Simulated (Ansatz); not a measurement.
**Ge: elastic constants with LDA**

The system is Ge.

```xyz
1
Lattice="1.3971 -2.6005 0.0000 1.3971 2.6005 0.0000 0.0000 0.0000 2.6982" Properties=species:S:1:pos:R:3 pbc="T T T"
Ge    1.3971    0.0000    0.0000
```

This isn't the form of Ge at room conditions, which is diamond.

```json
{
 "Program": "Ansatz 0.2.0",
 "Task": "elastic constants",
 "Functional": "LDA",
 "Potentials or basis": "Ansatz PAW",
 "Cutoff": "420 eV (not typed: the program's choice for these potentials)",
 "k mesh": "8 × 8 × 7",
 "Occupations": "fermi-dirac, width 0.05 eV",
 "Spin": "no spin polarisation",
 "Atoms under strain": "clamped"
}
```

```yaml
Pressure: -5.7 GPa
Band_gap_on_the_k_mesh: none (metal or under the smearing width)
Voigt_bulk_modulus: 52 GPa
```

Stress tensor (GPa, compression positive):
```
-4.11  0.00  0.00
 0.00 -7.86  0.00
 0.00  0.00 -5.03
```

Levels at points of the mesh, in eV from the Fermi level:
```csv
k point,band 4,band 5,band 6,band 7,band 8,band 9,band 10,band 11
"(0.00, 0.00, 0.00)",-24.34,-24.33,-12.62,6.85,7.29,8.77,10.47,12.73
"(0.00, -0.50, 0.00)",-24.35,-24.35,-7.62,-5.00,3.65,7.77,10.65,16.72
"(-0.50, -0.50, 0.00)",-24.37,-24.34,-8.47,-5.21,5.40,9.43,9.99,15.95
```

Elastic tensor in Voigt notation (GPa, in the Cartesian axes of the cell as first typed):
```
44 12 99  0  0  0
 8 97  9  0  0  0
98 12 91  0  0  0
 0  0  0 19  0  0
 0  0  0  0 -1  0
 0  0  0  0  0 28
```

Wall time 9.8 s on 2 threads of Arm Neoverse V1 (shared host), peak memory 0.28 GiB.

Caveat: the cell is more than 3 GPa from zero pressure, which shifts response properties; the elastic tensor has a negative eigenvalue, so either the cell is unstable as it stands or the mesh is too thin; the PAW data sets come from PBE, with cores solved anew for the run's functional, which leaves a small shift of forces and pressure.
